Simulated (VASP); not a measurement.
**A VASP 6.6.1 single-point calculation on InP**

INCAR

```
SIGMA = 0.2
ISIF = 2
NBANDS = 16
IBRION = -1
LCHARG = .FALSE.
EDIFF = 1E-7
NELM = 63
ENCUT = 520
LWAVE = .FALSE.
GGA = PE
NSW = 0
LASPH = .TRUE.
LREAL = .FALSE.
PREC = Accurate
ISMEAR = -1
```

KPOINTS

```
KPOINTS created by Atomic Simulation Environment
0
Gamma
8 8 8
0 0 0
```

POSCAR

```
In P
 1.0000000000000000
     0.0000000000000000    3.0385613422000000    2.9537876370000000
     3.0385613422000000    0.0000000000000000    2.9537876370000000
     3.0385613422000000    3.0385613422000000    0.0000000000000000
 In  P
   1   1
Cartesian
  0.0000000000000000  0.0000000000000000  0.0000000000000000
  1.5192806711000000  1.5192806711000000  1.4768938185000000
```

The recommended PBE PAW datasets give the neutral cell 18 valence electrons.

Command

```
mpirun -np 1 vasp_std
```

Problem. Predict the outcome of this run.

Solution. It converged. Results: gap between bands v and c on the k mesh 0.19 eV; least direct gap on the k mesh 0.19 eV; pressure -1.7 GPa. Band v is the last that the valence electrons fill when counted band by band, and c is the next.

OSZICAR

```
N       E                     dE             d eps       ncg     rms          rms(c)
DAV:   1     0.112559126044E+03    0.11256E+03   -0.82005E+03  1888   0.121E+03
DAV:   2    -0.100542543620E+01   -0.11356E+03   -0.10864E+03  2080   0.297E+02
DAV:   3    -0.856668108303E+01   -0.75613E+01   -0.75183E+01  2488   0.751E+01
DAV:   4    -0.877593677820E+01   -0.20926E+00   -0.20920E+00  2456   0.136E+01
DAV:   5    -0.878574434913E+01   -0.98076E-02   -0.98074E-02  2808   0.249E+00    0.501E+00
DAV:   6    -0.841580813646E+01    0.36994E+00   -0.61939E-01  3048   0.118E+01    0.301E+00
DAV:   7    -0.839472129161E+01    0.21087E-01   -0.13664E-01  2656   0.267E+00    0.118E+00
DAV:   8    -0.839544922997E+01   -0.72794E-03   -0.12600E-02  2344   0.128E+00    0.238E-01
DAV:   9    -0.839611884839E+01   -0.66962E-03   -0.12902E-03  2464   0.400E-01    0.140E-01
DAV:  10    -0.839625342550E+01   -0.13458E-03   -0.18641E-04  2920   0.139E-01    0.856E-02
DAV:  11    -0.839633404611E+01   -0.80621E-04   -0.11775E-04  2344   0.810E-02    0.362E-02
DAV:  12    -0.839633372920E+01    0.31691E-06   -0.65488E-06  2360   0.264E-02    0.104E-02
DAV:  13    -0.839633422905E+01   -0.49985E-06   -0.14411E-06  2456   0.595E-03    0.897E-03
DAV:  14    -0.839633447038E+01   -0.24133E-06   -0.23457E-07  2488   0.469E-03    0.161E-03
DAV:  15    -0.839633448641E+01   -0.16027E-07   -0.98662E-09  1768   0.671E-04
   1 F= -.83963345E+01 E0= -.83922872E+01  d E =-.809453E-02
```

For comparison, a separate PBE run of the intended cell, on usual settings and not on those above, gives a gap of 0.19 eV on its mesh and a pressure of -1.7 GPa.
